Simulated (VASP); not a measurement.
# KI in VASP: notebook

Runs on KI. Level: PBE. Tasks: single point.

All numbers are computed with VASP 6.6.1; they aren't measurements. Logs are shortened: lines on timing, memory, paths and dates and some standing lists are left out, and cuts for length are marked.

**What was measured.**

From a printed reference work, monograph, for a bulk crystal of KI: band gap 6.32 eV.

The results are compared with them further down.

## 1. The cell of the first run

Symmetry: I4/mmm, No. 139, tetragonal system. Conventional cell: a = 5.006 Å, b = 5.006 Å, c = 7.175 Å, α = 90.00°, β = 90.00°, γ = 90.00°. K (site symmetry 4/mmm) has 6 I at 3.54 to 3.59 Å within 4.7 Å. I (site symmetry 4/mmm) has 6 K at 3.54 to 3.59 Å within 4.7 Å.

## 2. Single point, PBE

The input, INCAR:

```
SYSTEM = KI
PREC = Accurate
ENCUT = 520
EDIFF = 1E-6
ISMEAR = 0
SIGMA = 0.05
LREAL = .False.
LASPH = .True.
NELM = 60
ALGO = Normal
ISIF = 2
LWAVE = .False.
LCHARG = .False.
GGA = PE
NBANDS = 15
```

The input, KPOINTS:

```
regular mesh
0
Gamma
  6 6 6
  0 0 0
```

The input, POSCAR:

```
KI
1.0
    0.0000000000      3.5396144312      3.5873258652
    3.5396144312      0.0000000000      3.5873258652
    3.5396144312      3.5396144312      0.0000000000
K I
1 1
Direct
    0.0000000000      0.0000000000      0.0000000000
    0.5000000000      0.5000000000      0.5000000000
```

Potentials or basis: VASP PAW PBE potentials, release 64 (K_sv, I).

Started as:

```
> cat potpaw_PBE.64/K_sv/POTCAR potpaw_PBE.64/I/POTCAR > POTCAR
> mpirun -np 1 vasp_std > vasp.out
```

OUTCAR:

```text
SYSTEM = KI
   PREC = Accurate
   ENCUT = 520
   EDIFF = 1E-6
   ISMEAR = 0
   LREAL = .False.
   LASPH = .True.
   NELM = 60
   ISIF = 2
   GGA = PE

 ion  position               nearest neighbor table
   1  0.000  0.000  0.000-   2 3.54   2 3.54   2 3.54   2 3.54   2 3.59   2 3.59
   2  0.500  0.500  0.500-   1 3.54   1 3.54   1 3.54   1 3.54   1 3.59   1 3.59

  LATTYP: Found a body centered tetragonal cell.
 ALAT       =     5.0057707342
 C/A-ratio  =     1.4332761350

  Lattice vectors:

 A1 = (  -3.5396144312,   0.0000000000,   3.5873258652)
 A2 = (   3.5396144312,   0.0000000000,   3.5873258652)
 A3 = (   0.0000000000,   3.5396144312,  -3.5873258652)

Analysis of symmetry for initial positions (statically):
=====================================================================
 Subroutine PRICEL returns:
 Original cell was already a primitive cell.

 Routine SETGRP: Setting up the symmetry group for a
 body centered tetragonal supercell.

 Subroutine GETGRP returns: Found 16 space group operations
 (whereof 16 operations were pure point group operations)
 out of a pool of 16 trial point group operations.

The static configuration has the point symmetry D_4h.

Analysis of symmetry for dynamics (positions and initial velocities):
=====================================================================
 Subroutine PRICEL returns:
 Original cell was already a primitive cell.

 Routine SETGRP: Setting up the symmetry group for a
 body centered tetragonal supercell.

 Subroutine GETGRP returns: Found 16 space group operations
 (whereof 16 operations were pure point group operations)
 out of a pool of 16 trial point group operations.

The dynamic configuration has the point symmetry D_4h.

 Subroutine INISYM returns: Found 16 space group operations
 (whereof 16 operations are pure point group operations),
 and found     1 'primitive' translations

----------------------------------------------------------------------------------------

                                     Primitive cell

  volume of cell :      89.8903

  direct lattice vectors                    reciprocal lattice vectors
     0.000000000  3.539614431  3.587325865    -0.141258323  0.141258323  0.139379588
     3.539614431  0.000000000  3.587325865     0.141258323 -0.141258323  0.139379588
     3.539614431  3.539614431  0.000000000     0.141258323  0.141258323 -0.139379588

  length of vectors
     5.039620738  5.039620738  5.005770734     0.243586735  0.243586735  0.243586735

  position of ions in fractional coordinates (direct lattice)
     0.000000000  0.000000000  0.000000000
     0.500000000  0.500000000  0.500000000

  ion indices of the primitive-cell ions
   primitive index   ion index
                 1           1
                 2           2

----------------------------------------------------------------------------------------

 KPOINTS: regular mesh

Automatic generation of k-mesh.
 Grid dimensions read from file:
 generate k-points for:    6    6    6

 Generating k-lattice:

  Cartesian coordinates                     Fractional coordinates (reciprocal lattice)
    -0.023543054  0.023543054  0.023229931     0.166666667 -0.000000000  0.000000000
     0.023543054 -0.023543054  0.023229931    -0.000000000  0.166666667  0.000000000
     0.023543054  0.023543054 -0.023229931     0.000000000  0.000000000  0.166666667

  Length of vectors
     0.040597789  0.040597789  0.040597789

  Shift w.r.t. Gamma in fractional coordinates (k-lattice)
     0.000000000  0.000000000  0.000000000

 Subroutine IBZKPT returns following result:
 ===========================================

 Found     30 irreducible k-points:

 Following reciprocal coordinates:
            Coordinates               Weight
  0.000000  0.000000  0.000000      1.000000
  0.166667  0.000000  0.000000      8.000000
  0.333333  0.000000  0.000000      8.000000
  0.500000 -0.000000  0.000000      4.000000
  0.166667  0.166667  0.000000      2.000000
  0.333333  0.166667  0.000000      8.000000
[... 16 lines left out ...]
  0.333333  0.000000  0.333333      4.000000
  0.500000  0.000000  0.333333     16.000000
 [... further k-points ...]
   k-points           NKPTS =     30   k-points in BZ     NKDIM =     30   number of bands    NBANDS=     15
   number of dos      NEDOS =    301   number of ions     NIONS =      2
   total plane-waves  NPLWV =  64000
   dimension x,y,z NGX =    40 NGY =   40 NGZ =   40
   dimension x,y,z NGXF=    80 NGYF=   80 NGZF=   80
   ions per type =               1   1
   NGX,Y,Z   is equivalent  to a cutoff of  13.20, 13.20, 13.28 a.u.
   NGXF,Y,Z  is equivalent  to a cutoff of  26.39, 26.39, 26.57 a.u.
 SYSTEM =  KI
   PREC   = accura    normal or accurate (medium, high low for compatibility)
   ISTART =      0    job   : 0-new  1-cont  2-samecut
   ICHARG =      2    charge: 1-file 2-atom 10-const
   ISPIN  =      1    spin polarized calculation?
   LNONCOLLINEAR =      F non collinear calculations
   LSORBIT =      F    spin-orbit coupling
   LASPH  =      T    aspherical Exc in radial PAW
   ENCUT  =  520.0 eV  38.22 Ry    6.18 a.u.   9.37  9.37  9.31*2*pi/ulx,y,z
   NELM   =     60;   NELMIN=  2; NELMDL= -5     # of ELM steps
   EDIFF  = 0.1E-05   stopping-criterion for ELM
   LREAL  =      F    real-space projection
   EDIFFG = 0.1E-04   stopping-criterion for IOM
   NSW    =      0    number of steps for IOM
   IBRION =     -1    ionic relax: 0-MD 1-quasi-New 2-CG
   NFREE  =      0    steps in history (QN), initial steepest desc. (CG)
   ISIF   =      2    stress and relaxation
   ISYM   =      2    0-nonsym 1-usesym 2-fastsym
   POTIM  = 0.5000    time-step for ionic-motion
   TEBEG  =    0.0;   TEEND  =   0.0 temperature during run
   PSTRESS=    0.0 pullay stress
   NELECT =      16.0000    total number of electrons
   NUPDOWN=      -1.0000    fix difference up-down
   EMIN   =  10.00;   EMAX   =-10.00  energy-range for DOS
   EFERMI =   0.00;   METHOD = LEGACY
   ISMEAR =     0;   SIGMA  =   0.05  broadening in eV -4-tet -1-fermi 0-gaus
   EFERMI_NEDOS =   21; number of points for ismear=-14 and -15
   IALGO  =     38    algorithm
   IMIX   =      4    mixing-type and parameters
     AMIX     =   0.40;   BMIX     =  1.00
     AMIX_MAG =   1.60;   BMIX_MAG =  1.00
  volume/ion in A,a.u.               =      44.95       303.30
  Fermi-wavevector in a.u.,A,eV,Ry     =   0.920896  1.740241 11.538413  0.848049
  Thomas-Fermi vector in A             =   2.046252
   LORBIT       =      0    0 simple, 1 ext, 2 COOP (PROOUT), +10 PAW based schemes
   GGA     = PE    functional components
   LHFCALC =     F    Hartree Fock is set to
   AEXX    =    0.0000 exact exchange contribution
   IVDW    =     0    specifies the selected vdW correction
   LEPSILON=     F    determine dielectric tensor
   LRPA    =     F    only Hartree local field effects (RPA)
 non-spin polarized calculation
 Gauss-broadening in eV      SIGMA  =   0.05
  energy-cutoff  :      520.00
  volume of cell :       89.89
 maximum number of plane-waves:      2435
 NGX is ok and might be reduce to    40
   NGX = 19   NGY = 19   NGZ = 19

 number of electron      15.9999999 magnetization

 Free energy of the ion-electron system (eV)
  ---------------------------------------------------
  ext. energy  EPLUGINS =         0.00000000
  ---------------------------------------------------
  free energy    TOTEN  =        -5.56092360 eV

  energy without entropy =       -5.56092360  energy(sigma->0) =       -5.56092360

 E-fermi :  -0.2346     XC(G=0):  -7.1029

 val. band max:       -0.5132476015   @ k =   0.0000   0.0000   0.0000
 cond. band min:       3.4042019009   @ k =   0.0000   0.0000   0.0000
 fundamental gap:      3.9174495024
 Fermi energy:        -0.2346418088

 k-point     1 :       0.0000    0.0000    0.0000
  band No.  band energies     occupation
      1     -29.0499      2.00000
      2     -12.5354      2.00000
      3     -12.5351      2.00000
      4     -12.5351      2.00000
      5     -10.9881      2.00000
      6      -0.5154      2.00000
      7      -0.5132      2.00000
      8      -0.5132      2.00000
      9       3.4042      0.00000
     10       5.9378      0.00000
     11       6.0165      0.00000
     12       6.0165      0.00000
     13       6.6694      0.00000
     14       6.7201      0.00000
     15       9.2518      0.00000

 k-point     2 :       0.1667    0.0000    0.0000
  band No.  band energies     occupation
      1     -29.0495      2.00000
      2     -12.5712      2.00000
      3     -12.5361      2.00000
      4     -12.5355      2.00000
      5     -10.9222      2.00000
      6      -0.9176      2.00000
      7      -0.6012      2.00000
      8      -0.5987      2.00000
      9       4.0170      0.00000
     10       5.9035      0.00000
     11       6.2527      0.00000
     12       6.3000      0.00000
     13       6.9751      0.00000
     14       7.0286      0.00000
     15      10.1023      0.00000

 k-point     3 :       0.3333    0.0000    0.0000
  band No.  band energies     occupation
      1     -29.0486      2.00000
      2     -12.6362      2.00000
      3     -12.5376      2.00000
      4     -12.5363      2.00000
      5     -10.7956      2.00000
      6      -1.5346      2.00000
      7      -0.7618      2.00000
      8      -0.7577      2.00000
      9       4.8021      0.00000
     10       6.4568      0.00000
     11       6.9373      0.00000
     12       6.9923      0.00000
     13       7.7925      0.00000
     14       7.8401      0.00000
     15       9.0826      0.00000

 k-point     4 :       0.5000   -0.0000    0.0000
  band No.  band energies     occupation
      1     -29.0481      2.00000
      2     -12.6660      2.00000
      3     -12.5384      2.00000
      4     -12.5366      2.00000
      5     -10.7341      2.00000
      6      -1.7906      2.00000
      7      -0.8367      2.00000
      8      -0.8321      2.00000
      9       4.9880      0.00000
     10       7.1376      0.00000
     11       7.5419      0.00000
     12       7.6416      0.00000
     13       8.1548      0.00000
     14       8.1595      0.00000
     15       8.6914      0.00000
[... 307 lines left out ...]
 k-point    22 :      -0.3333    0.5000    0.1667
  band No.  band energies     occupation
      1     -29.0476      2.00000
      2     -12.5742      2.00000
      3     -12.5701      2.00000
      4     -12.5575      2.00000
      5     -10.8128      2.00000
      6      -1.3644      2.00000
      7      -1.0483      2.00000
      8      -1.0386      2.00000
      9       5.1790      0.00000
     10       5.8308      0.00000
     11       6.8634      0.00000
     12       7.7284      0.00000
     13       7.9881      0.00000
     14       9.0784      0.00000
     15       9.4460      0.00000

 k-point    23 :       0.3333    0.0000    0.3333
  band No.  band energies     occupation
      1     -29.0481      2.00000
      2     -12.5901      2.00000
      3     -12.5486      2.00000
      4     -12.5476      2.00000
      5     -10.8427      2.00000
      6      -1.4290      2.00000
      7      -0.8074      2.00000
      8      -0.7947      2.00000
      9       4.7171      0.00000
     10       5.1297      0.00000
     11       7.3017      0.00000
     12       7.4796      0.00000
     13       8.2178      0.00000
     14       8.2584      0.00000
     15       9.3588      0.00000

 k-point    24 :       0.5000    0.0000    0.3333
  band No.  band energies     occupation
      1     -29.0476      2.00000
      2     -12.5911      2.00000
      3     -12.5580      2.00000
      4     -12.5488      2.00000
      5     -10.8206      2.00000
      6      -1.4492      2.00000
      7      -1.0183      2.00000
      8      -0.8662      2.00000
      9       4.8325      0.00000
     10       5.6548      0.00000
     11       7.1681      0.00000
     12       7.6598      0.00000
     13       8.3376      0.00000
     14       8.7539      0.00000
     15       9.2530      0.00000

 [... further k-points ...]
[... 5 lines left out ...]
  --------------------------------------------------------------------------------------
  -------------------------------------------------------------------------------------
  Total        0.2720259      0.2720259      0.0949810      0.0000000      0.0000000     -0.0000000
  in kB        4.8485076      4.8485076      1.6929126      0.0000000      0.0000000     -0.0000000
  external PRESSURE =       3.7966426 kB  Pullay stress =       0.0000000 kB

 VOLUME and BASIS-vectors are now :
 -----------------------------------------------------------------------------
  energy-cutoff  :      520.00
  volume of cell :       89.89
      direct lattice vectors                 reciprocal lattice vectors
     0.000000000  3.539614431  3.587325865    -0.141258323  0.141258323  0.139379588
     3.539614431  0.000000000  3.587325865     0.141258323 -0.141258323  0.139379588
     3.539614431  3.539614431  0.000000000     0.141258323  0.141258323 -0.139379588

 POSITION                                       TOTAL-FORCE (eV/Angst)
 -----------------------------------------------------------------------------------
      0.00000      0.00000      0.00000        -0.000000      0.000000      0.000000
      3.53961      3.53961      3.58733         0.000000     -0.000000     -0.000000
 -----------------------------------------------------------------------------------
    total drift:                                0.000000     -0.000000     -0.000000

  FREE ENERGIE OF THE ION-ELECTRON SYSTEM (eV)
  ---------------------------------------------------
  free  energy   TOTEN  =        -5.5609236004 eV

  energy  without entropy=       -5.5609236004  energy(sigma->0) =       -5.56092360
```

It took 58 s on 1 thread of Intel Xeon 8259CL, shared host; peak memory 0.25 GiB.

What came out:

* Free energy: -5.5609 eV
* Pressure: 0.4 GPa
* Band gap on the k mesh: 3.92 eV, direct

Caveat: spin-orbit coupling is left out, which moves the levels of the heavy elements.

## 3. Single point, PBE

This run uses another cell than the first one, of 46.16 Å³/atom, 1.027 times its volume.

The input, INCAR:

```
ALGO = Normal
EDIFF = 1E-6
ENCUT = 520
GGA = PE
ISIF = 2
ISMEAR = 0
LASPH = T
LCHARG = T
LELF = T
LREAL = F
LVHAR = T
LWAVE = F
NBANDS = 15
NELM = 80
PREC = Accurate
SIGMA = 0.05
```

The input, KPOINTS:

```
k-points
0
Gamma
  6 6 6
```

The input, POSCAR:

```
KI
1.0
    0.0000000000      3.5873258652      3.5873258652
    3.5873258652      0.0000000000      3.5873258652
    3.5873258652      3.5873258652      0.0000000000
K I
1 1
Direct
    0.0000000000      0.0000000000      0.0000000000
    0.5000000000      0.5000000000      0.5000000000
```

Potentials or basis: VASP PAW PBE potentials, release 64 (K_sv, I).

Started as:

```
> cat potpaw_PBE.64/K_sv/POTCAR potpaw_PBE.64/I/POTCAR > POTCAR
> mpirun -np 1 vasp_std > vasp.out
```

It took 29 s on 1 thread of AMD EPYC 7R13 (Zen 3), shared host; peak memory 0.21 GiB.

Results (log left out):

```
Free energy            : -5.5650 eV
Pressure               : 0.1 GPa
Band gap on the k mesh : 3.86 eV, direct
```

Levels at points of the mesh, in eV from the valence-band top:
| k point | band 4 | band 5 | band 6 | band 7 | band 8 | band 9 | band 10 | band 11 | band 12 | band 13 |
| --- | --- | --- | --- | --- | --- | --- | --- | --- | --- | --- |
| (0.00, 0.00, 0.00) | -12.07 | -10.44 | 0.00 | 0.00 | 0.00 | 3.86 | 6.51 | 6.51 | 6.51 | 7.20 |
| (0.50, 0.00, 0.00) | -12.07 | -10.21 | -1.22 | -0.30 | -0.30 | 5.47 | 7.57 | 8.05 | 8.05 | 8.62 |
| (0.50, 0.50, 0.00) | -12.08 | -10.31 | -0.93 | -0.34 | -0.34 | 5.00 | 5.66 | 8.04 | 8.57 | 8.58 |

Caveat: spin-orbit coupling is left out, which moves the levels of the heavy elements.

[end of part 1 of 2]
